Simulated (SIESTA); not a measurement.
Runs of SIESTA 5.4.2 on GaN. It takes space group F-43m (No. 216, cubic). Conventional cell: a = 4.507 Å, b = 4.507 Å, c = 4.507 Å, α = 90.00°, β = 90.00°, γ = 90.00°. Ga (site symmetry -43m) has 4 N at 1.95 Å as nearest neighbours. Around N (site symmetry -43m) lie 4 Ga at 1.95 Å. The cell is a database's computed one.

```csv
task,level,potentials or basis,energy shift,gap on the mesh (eV),pressure (GPa)
band structure,BLYP,"PseudoDojo 0.4 standard (PBE files), DZP (energy shift 0.003 Ry; two zetas on semicore shells)",0.003 Ry,1.91,13.2
band structure,PBEsol,"PseudoDojo 0.4 standard (PBEsol files), DZP (energy shift 0.003 Ry; two zetas on semicore shells)",0.003 Ry,1.80,1.4
band structure,PBE,"SG15 1.2 (PBE files) or PseudoDojo by element, DZP (energy shift 0.003 Ry; two zetas on semicore shells)",0.003 Ry,1.83,8.4
band structure,vdW-DF-cx,"PseudoDojo 0.4 standard (PBE files), DZP (energy shift 0.003 Ry; two zetas on semicore shells)",0.003 Ry,(a),(b)
band structure,PBE,"PseudoDojo 0.4 standard (PBE files), TZP (energy shift 0.01 Ry)",0.01 Ry,1.80,7.0
band structure,LDA,"PseudoDojo 0.4 standard (LDA files), DZP (energy shift 0.003 Ry; two zetas on semicore shells)",0.003 Ry,1.88,-4.4
band structure,PBE,"PseudoDojo 0.4 standard (PBE files), TZP (energy shift 0.003 Ry; two zetas on semicore shells)",0.003 Ry,(c),7.2
```

Alike in all rows: no spin polarisation; cell as given; k mesh 10 × 10 × 10; smearing fermi-dirac 0.05 eV; grid cutoff 800 Ry.

Q: Estimate the missing entries.

A: (a) 1.79; (b) 4.1; (c) 1.85.

Caveats: the basis of atomic orbitals isn't converged, which shifts pressures, moduli and gaps; the potentials were made for another functional, which shifts forces and pressure (some runs); semicore shells carry a single zeta, which can move pressures by several GPa and volumes by a few percent (some runs).

A k mesh can miss the band edges, and the runs leave out spin-orbit coupling on Ga.
